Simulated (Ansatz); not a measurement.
# CaO (CsCl type): the band gap by level of theory

All numbers come from the PAW code Ansatz. All values are calculated for a non-magnetic cell, which may be hypothetical.

CaO (CsCl type), relaxed with r2SCAN. Around Ca lie 8 O at 2.51 Å; around O lie 8 Ca at 2.51 Å.

Space group Pm-3m (No. 221). a = 2.903 Å, b = 2.903 Å, c = 2.903 Å, α = 90.00°, β = 90.00°, γ = 90.00°

| atom | site | symmetry | x | y | z |
| --- | --- | --- | --- | --- | --- |
| Ca | 1a | m-3m | 0.0000 | 0.0000 | 0.0000 |
| O | 1b | m-3m | 0.5000 | 0.5000 | 0.5000 |

On this one geometry the levels give:
```csv
level,k mesh,gap (eV),kind,edges,least direct gap (eV),rough cost
LDA,8×8×8,2.62,indirect,M → Γ,2.92,1.1 core-seconds
PBE,8×8×8,2.77,indirect,M → Γ,3.08,1.5 core-seconds
r2SCAN,8×8×8,3.28,indirect,M → Γ,3.58,2.9 core-seconds
HSE06,6×6×6,4.48,indirect,M → Γ,4.82,30 core-seconds
DDH-PBE0,6×6×6,4.94,indirect,M → Γ,5.28,40 core-seconds
PBE0,6×6×6,5.23,indirect,M → Γ,5.58,30 core-seconds
r2SCAN0,6×6×6,5.58,indirect,M → Γ,5.93,50 core-seconds
Hartree-Fock,6×6×6,13.44,indirect,M → Γ,13.87,40 core-seconds
"G0W0@PBE (73 empty bands, 120 eV, 6×6×6)",6×6×6,4.94,–,M → Γ (mesh),–,23 core-seconds
"G0W0@PBE (181 empty bands, 220 eV, 6×6×6)",6×6×6,5.11,–,M → Γ (mesh),–,120 core-seconds
```
PBE: smearing of 0.02 eV; the others have fixed occupations.
Wave cutoffs: 420 eV, 500 eV (r2SCAN, r2SCAN0).
The G0W0 gap is PBE's gap over the path plus the quasiparticle shift read on the mesh. G0W0 here is at a finite number of bands, screening cutoff and k mesh, not at the basis limit.
Costs come from shared machines and give only the order; PBE's includes the band path. The runs had 2 threads of Arm Neoverse V1, on a shared host.

With HSE06 the valence top lies at M and the conduction bottom at Γ, 4.48 eV higher; the smallest vertical gap, at Γ, is 4.82 eV.

Set against the finite-basis gap of 5.11 eV from G0W0@PBE (181 empty bands, 220 eV, 6×6×6), the closest functional is PBE0, which differs by +0.12 eV. The others: DDH-PBE0 -0.17, r2SCAN0 +0.47, HSE06 -0.63, r2SCAN -1.83, PBE -2.34, LDA -2.49, Hartree-Fock +8.33 eV. The yardstick still moved by +0.17 eV in its last step of bands and cutoff, so this order can change. r2SCAN covers 30 % of the step from PBE to HSE06. Among these functionals the gap stays indirect.

r2SCAN (ground state on 8×8×8): The clamped-ion dielectric constant comes out as 4.13 in all directions. Born charges, averaged over directions: Ca +2.51, O -2.51 e. PBE (ground state on 8×8×8): The electronic dielectric tensor ε∞ is 4.52 in all directions. Born charges, averaged over directions: Ca +2.55, O -2.55 e.

On the PBEsol cell (a = 2.888 Å), with PBEsol: The optical mode at Γ lies at 136 cm⁻¹ without the longitudinal term. With the long-range field the highest mode reaches 523 cm⁻¹. The electronic dielectric tensor ε∞ is 4.58 in all directions. With the ions relaxed, ε⁰ is 68 in all directions. Born charges, averaged over directions: Ca +2.55, O -2.55 e.

The meshes of the hybrids are coarse, so their gaps aren't converged to the digits shown.
